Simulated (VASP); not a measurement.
# FeO (R-3m) in VASP: equation of state

How stiff is FeO in PBE, and what volume does it want? The cell is scaled to several volumes.

Everything below comes from runs of VASP 6.6.1. Logs are shortened: lines on timing, memory, paths and dates and some standing lists are left out, and cuts for length are marked.

### 1 The crystal as given

It takes space group R-3m (No. 166, trigonal). The conventional cell has a = 3.035 Å, b = 3.035 Å, c = 7.547 Å, α = 90.00°, β = 90.00°, γ = 120.00°. Around Fe (site symmetry -3m) lie 6 O at 2.16 Å. O (site symmetry -3m) has 6 Fe at 2.16 Å as nearest neighbours.

### 2 Equation of state, PBE, collinear spin, ferromagnetic start, 9.43 Å³/atom (volume scaled by 0.94)

Input file INCAR:

```
SYSTEM = FeO
PREC     = Accurate       ! precision mode
ENCUT    = 520            ! plane-wave cutoff, eV
EDIFF    = 1E-7           ! SCF threshold, eV
ISMEAR   = -1             ! smearing method
SIGMA    = 0.05           ! smearing width, eV
LREAL    = .FALSE.        ! projectors in reciprocal space
LASPH    = .TRUE.         ! aspherical terms in the spheres
NELM     = 150            ! most SCF steps
ALGO     = Normal         ! electronic algorithm
ISIF     = 2              ! what is computed and relaxed
LWAVE    = .FALSE.        ! write WAVECAR
LCHARG   = .FALSE.        ! write CHGCAR
ISPIN    = 2              ! spin polarisation
MAGMOM   = 3 0            ! initial moments
LORBIT   = 11             ! projections on sites
LMAXMIX  = 4              ! l up to which the mixer works
GGA      = PE             ! functional
NBANDS   = 18             ! bands
```

Input file KPOINTS:

```
regular mesh
0
G
  11 11 11
  0 0 0
```

Input file POSCAR:

```
FeO
1.0
    1.4867003124      0.8583468307      2.4644374229
   -1.4867003124      0.8583468307      2.4644374229
    0.0000000000     -1.7166936516      2.4644374229
Fe O
1 1
Direct
    0.0000000000      0.0000000000      0.0000000000
    0.5000000000      0.5000000000      0.5000000000
```

Potentials or basis: VASP PAW PBE potentials, release 64 (Fe, O).

The run is started by

```bash
$ cat potpaw_PBE.64/Fe/POTCAR potpaw_PBE.64/O/POTCAR > POTCAR
$ mpirun -np 1 vasp_std > vasp.out
```

OUTCAR:

```text
SYSTEM = FeO
   PREC = Accurate
   ENCUT = 520
   EDIFF = 1E-7
   ISMEAR = -1
   LREAL = .FALSE.
   LASPH = .TRUE.
   NELM = 150
   ISIF = 2
   ISPIN = 2
   LORBIT = 11
   GGA = PE

 Found    146 irreducible k-points:

 Following reciprocal coordinates:
            Coordinates               Weight
  0.000000  0.000000  0.000000      1.000000
  0.090909 -0.000000 -0.000000      6.000000
  0.181818  0.000000 -0.000000      6.000000
  0.272727 -0.000000  0.000000      6.000000
  0.363636 -0.000000  0.000000      6.000000
  0.454545  0.000000 -0.000000      6.000000
   k-points           NKPTS =    146   k-points in BZ     NKDIM =    146   number of bands    NBANDS=     18
   number of dos      NEDOS =    301   number of ions     NIONS =      2
   total plane-waves  NPLWV =  13824
   dimension x,y,z NGX =    24 NGY =   24 NGZ =   24
   dimension x,y,z NGXF=    48 NGYF=   48 NGZF=   48
   ions per type =               1   1
   NGX,Y,Z   is equivalent  to a cutoff of  13.28, 13.28, 13.28 a.u.
   NGXF,Y,Z  is equivalent  to a cutoff of  26.57, 26.57, 26.57 a.u.
 SYSTEM =  FeO
   PREC   = accura    normal or accurate (medium, high low for compatibility)
   ISTART =      0    job   : 0-new  1-cont  2-samecut
   ICHARG =      2    charge: 1-file 2-atom 10-const
   ISPIN  =      2    spin polarized calculation?
   LNONCOLLINEAR =      F non collinear calculations
   LSORBIT =      F    spin-orbit coupling
   LASPH  =      T    aspherical Exc in radial PAW
   ENCUT  =  520.0 eV  38.22 Ry    6.18 a.u.   5.58  5.58  5.58*2*pi/ulx,y,z
   NELM   =    150;   NELMIN=  2; NELMDL= -5     # of ELM steps
   EDIFF  = 0.1E-06   stopping-criterion for ELM
   LREAL  =      F    real-space projection
   EDIFFG = 0.1E-05   stopping-criterion for IOM
   NSW    =      0    number of steps for IOM
   IBRION =     -1    ionic relax: 0-MD 1-quasi-New 2-CG
   NFREE  =      0    steps in history (QN), initial steepest desc. (CG)
   ISIF   =      2    stress and relaxation
   ISYM   =      2    0-nonsym 1-usesym 2-fastsym
   POTIM  = 0.5000    time-step for ionic-motion
   TEBEG  =    0.0;   TEEND  =   0.0 temperature during run
   PSTRESS=    0.0 pullay stress
   NELECT =      14.0000    total number of electrons
   NUPDOWN=      -1.0000    fix difference up-down
   EMIN   =  10.00;   EMAX   =-10.00  energy-range for DOS
   EFERMI =   0.00;   METHOD = LEGACY
   ISMEAR =    -1;   SIGMA  =   0.05  broadening in eV -4-tet -1-fermi 0-gaus
   EFERMI_NEDOS =   21; number of points for ismear=-14 and -15
   IALGO  =     38    algorithm
   IMIX   =      4    mixing-type and parameters
     AMIX     =   0.40;   BMIX     =  1.00
     AMIX_MAG =   1.60;   BMIX_MAG =  1.00
  volume/ion in A,a.u.               =       9.43        63.67
  Fermi-wavevector in a.u.,A,eV,Ry     =   1.482060  2.800687 29.885217  2.196501
  Thomas-Fermi vector in A             =   2.595893
   LORBIT       =     11    0 simple, 1 ext, 2 COOP (PROOUT), +10 PAW based schemes
   GGA     = PE    functional components
   LHFCALC =     F    Hartree Fock is set to
   AEXX    =    0.0000 exact exchange contribution
   IVDW    =     0    specifies the selected vdW correction
   LEPSILON=     F    determine dielectric tensor
   LRPA    =     F    only Hartree local field effects (RPA)
 spin polarized calculation
  energy-cutoff  :      520.00
  volume of cell :       18.87
 maximum number of plane-waves:       531
   NGX = 11   NGY = 11   NGZ = 11

 number of electron      14.0000002 magnetization       3.9975652

 Free energy of the ion-electron system (eV)
  ---------------------------------------------------
  ext. energy  EPLUGINS =         0.00000000
  ---------------------------------------------------
  free energy    TOTEN  =       -14.89125658 eV

  energy without entropy =      -14.88023944  energy(sigma->0) =      -14.88574801

 E-fermi :   6.8572     XC(G=0): -12.4967

 val. band max:        6.8548472404   @ k =   0.2727   0.0909   0.0909
 cond. band min:       6.8617906599   @ k =   0.4545   0.1818   0.1818
 fundamental gap:      0.0069434194
 Fermi energy:         6.8572003385

 spin component 1

 k-point     1 :       0.0000    0.0000    0.0000
  band No.  band energies     occupation
      1     -14.3590      1.00000
      2       2.7878      1.00000
      3       2.8771      1.00000
      4       2.8877      1.00000
      5       2.8877      1.00000
      6       2.9447      1.00000
[... 10 lines left out ...]
     17      28.7296      0.00000
     18      31.4227      0.00000

 k-point     2 :       0.0909   -0.0000   -0.0000
  band No.  band energies     occupation
      1     -14.2673      1.00000
      2       1.9530      1.00000
      3       2.0228      1.00000
      4       2.0945      1.00000
      5       2.9845      1.00000
      6       3.0287      1.00000
[... 10 lines left out ...]
     17      29.6086      0.00000
     18      32.8794      0.00000

 k-point     3 :       0.1818    0.0000   -0.0000
  band No.  band energies     occupation
      1     -14.0113      1.00000
      2       0.6411      1.00000
      3       1.2055      1.00000
      4       1.2878      1.00000
      5       3.1677      1.00000
      6       3.2132      1.00000
[... 10 lines left out ...]
     17      31.8274      0.00000
     18      35.1259      0.00000

 k-point     4 :       0.2727   -0.0000    0.0000
  band No.  band energies     occupation
      1     -13.6508      1.00000
      2      -0.6613      1.00000
      3       0.5465      1.00000
      4       0.6352      1.00000
      5       3.4146      1.00000
      6       3.4640      1.00000
[... 10 lines left out ...]
     17      33.7253      0.00000
     18      36.2454      0.00000

 k-point     5 :       0.3636   -0.0000    0.0000
  band No.  band energies     occupation
      1     -13.2878      1.00000
      2      -1.6984      1.00000
      3       0.0855      1.00000
      4       0.1785      1.00000
      5       3.6498      1.00000
      6       3.7043      1.00000
[... 10 lines left out ...]
     17      32.8727      0.00000
     18      35.4538      0.00000

 k-point     6 :       0.4545    0.0000   -0.0000
  band No.  band energies     occupation
      1     -13.0537      1.00000
      2      -2.2795      1.00000
      3      -0.1514      1.00000
      4      -0.0563      1.00000
      5       3.7939      1.00000
      6       3.8521      1.00000
[... 10 lines left out ...]
     17      31.7113      0.00000
     18      34.0223      0.00000

 [... further k-points ...]

 spin component 2

 k-point     1 :       0.0000    0.0000    0.0000
  band No.  band energies     occupation
      1     -13.8045      1.00000
      2       3.3719      1.00000
      3       3.4755      1.00000
      4       3.4755      1.00000
      5       5.9811      1.00000
      6       6.0705      1.00000
[... 10 lines left out ...]
     17      30.3512      0.00000
     18      32.5417      0.00000

 k-point     2 :       0.0909   -0.0000   -0.0000
  band No.  band energies     occupation
      1     -13.7115      1.00000
      2       2.7996      1.00000
      3       3.1156      1.00000
      4       3.2070      1.00000
      5       6.0996      1.00000
      6       6.1820      1.00000
[... 10 lines left out ...]
     17      31.0527      0.00000
     18      34.1411      0.00000

 k-point     3 :       0.1818    0.0000   -0.0000
  band No.  band energies     occupation
      1     -13.4520      1.00000
      2       1.4860      1.00000
      3       2.5458      1.00000
      4       2.6416      1.00000
      5       6.3706      0.99994
      6       6.4083      0.99987
[... 10 lines left out ...]
     17      32.8995      0.00000
     18      36.4191      0.00000

 k-point     4 :       0.2727   -0.0000    0.0000
  band No.  band energies     occupation
      1     -13.0861      1.00000
      2       0.1509      1.00000
      3       1.9772      1.00000
      4       2.0757      1.00000
      5       6.7107      0.94926
      6       6.7251      0.93347
[... 10 lines left out ...]
     17      34.4500      0.00000
     18      37.2231      0.00000

 k-point     5 :       0.3636   -0.0000    0.0000
  band No.  band energies     occupation
      1     -12.7174      1.00000
      2      -0.9156      1.00000
      3       1.5490      1.00000
      4       1.6495      1.00000
      5       7.0308      0.03013
      6       7.1074      0.00666
[... 10 lines left out ...]
     17      33.4087      0.00000
     18      36.1912      0.00000

 k-point     6 :       0.4545    0.0000   -0.0000
  band No.  band energies     occupation
      1     -12.4795      1.00000
      2      -1.5135      1.00000
      3       1.3226      1.00000
      4       1.4242      1.00000
      5       7.2297      0.00058
      6       7.3073      0.00012
[... 10 lines left out ...]
     17      32.1776      0.00000
     18      34.6554      0.00000

 [... further k-points ...]
[... 5 lines left out ...]
  --------------------------------------------------------------------------------------
  -------------------------------------------------------------------------------------
  Total        1.5146720      1.5146720      1.4245145      0.0000000      0.0000000      0.0000000
  in kB      128.6097498    128.6097504    120.9545355      0.0000000      0.0000002      0.0000000
  external PRESSURE =     126.0580119 kB  Pullay stress =       0.0000000 kB

 VOLUME and BASIS-vectors are now :
 -----------------------------------------------------------------------------
  energy-cutoff  :      520.00
  volume of cell :       18.87
      direct lattice vectors                 reciprocal lattice vectors
     1.486700312  0.858346831  2.464437423     0.336315259  0.194171705  0.135257373
    -1.486700312  0.858346831  2.464437423    -0.336315259  0.194171705  0.135257373
     0.000000000 -1.716693652  2.464437423     0.000000000 -0.388343409  0.135257374

 POSITION                                       TOTAL-FORCE (eV/Angst)
 -----------------------------------------------------------------------------------
      0.00000      0.00000      0.00000         0.000000      0.000000     -0.000000
      0.00000      0.00000      3.69666        -0.000000     -0.000000      0.000000
 -----------------------------------------------------------------------------------
    total drift:                               -0.000000      0.000000     -0.000000

  FREE ENERGIE OF THE ION-ELECTRON SYSTEM (eV)
  ---------------------------------------------------
  free  energy   TOTEN  =       -14.8912565808 eV

  energy  without entropy=      -14.8802394405  energy(sigma->0) =      -14.88574801

 total charge

# of ion       s       p       d       tot
------------------------------------------
    1        0.305   0.401   6.131   6.837
    2        1.557   3.470   0.000   5.027
--------------------------------------------------
tot          1.862   3.871   6.131  11.864

 magnetization (x)

# of ion       s       p       d       tot
------------------------------------------
    1        0.027   0.023   3.558   3.607
    2        0.032   0.281   0.000   0.314
--------------------------------------------------
tot          0.059   0.304   3.558   3.921
```

Wall time 46 s (1 thread of Intel Xeon Platinum 8559C (Emerald Rapids), shared host); peak memory 0.2 GiB.

What came out:

| Property | Result |
| --- | --- |
| Free energy | -14.8913 eV |
| Pressure | 12.6 GPa |
| Band gap on the k mesh | none (metal or under the smearing width) |
| Net moment | 4.00 μB per cell |
| Site moments | Fe +3.61; O +0.31 μB |
| Valence electrons inside the program's atomic spheres | Fe 6.84; O 5.03 |

Caveat: a cell with one magnetic atom can't hold antiferromagnetic order, which such compounds often take; semilocal functionals often make such compounds metallic where correlation or magnetic order opens a gap, which also shifts bond lengths.

(Part 1 of 2 ends here.)
